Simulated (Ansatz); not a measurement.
Runs of Ansatz 0.2.0 on Au. It takes space group Fm-3m (No. 225, cubic). Conventional cell: a = 4.070 Å, b = 4.070 Å, c = 4.070 Å, α = 90.00°, β = 90.00°, γ = 90.00°. Around Au (site symmetry m-3m) lie 12 Au at 2.88 Å. 

```csv
task,level,spin,cell,k mesh,cutoff (eV),points for each segment of the path,gap on the mesh (eV),pressure (GPa),relaxed volume (Å³/atom)
relaxation of cell and atoms,BLYP,off,relaxed,11 × 11 × 11,420,-,-,0.0,19.41
relaxation of cell and atoms,RPBE+D3(BJ),off,relaxed,11 × 11 × 11,420,-,none,0.0,14.98
band structure,r2SCAN,off,as given,11 × 11 × 11,500,14,none,6.8,-
relaxation of cell and atoms,revPBE,off,relaxed,11 × 11 × 11,420,-,-,0.0,(a)
band structure,r2SCAN,"SOC, no magnetisation",as given,8 × 8 × 8,500,14,none,(b),-
```

Alike in all rows: potentials or basis Ansatz PAW; smearing fermi-dirac 0.05 eV.

Task: Estimate the missing entries.

Result: (a) 18.33; (b) 6.4.

Caveats: the PAW data sets come from PBE, with cores solved anew for the run's functional, which leaves a small shift of forces and pressure; the plane-wave basis is chosen anew once the cell has moved, so the energies of steps on either side of that aren't comparable (some runs); the volume moved by over 15 % at a fixed basis, so the end points are rough (some runs); the volume moved by +15 % from the deposited cell, more than functionals usually miss (some runs); the volume moved by -11 % from the deposited cell, more than functionals usually miss (some runs); pairwise dispersion overbinds metals, which lowers pressure and volume (some runs); spin-orbit coupling is left out, which moves the levels of the heavy elements (some runs).

A k mesh can miss the band edges, and rows without SOC leave out spin-orbit coupling on Au.

A gap of «none» marks a metal or a gap under the smearing width.

Runs at the PBE level aren't shown here.
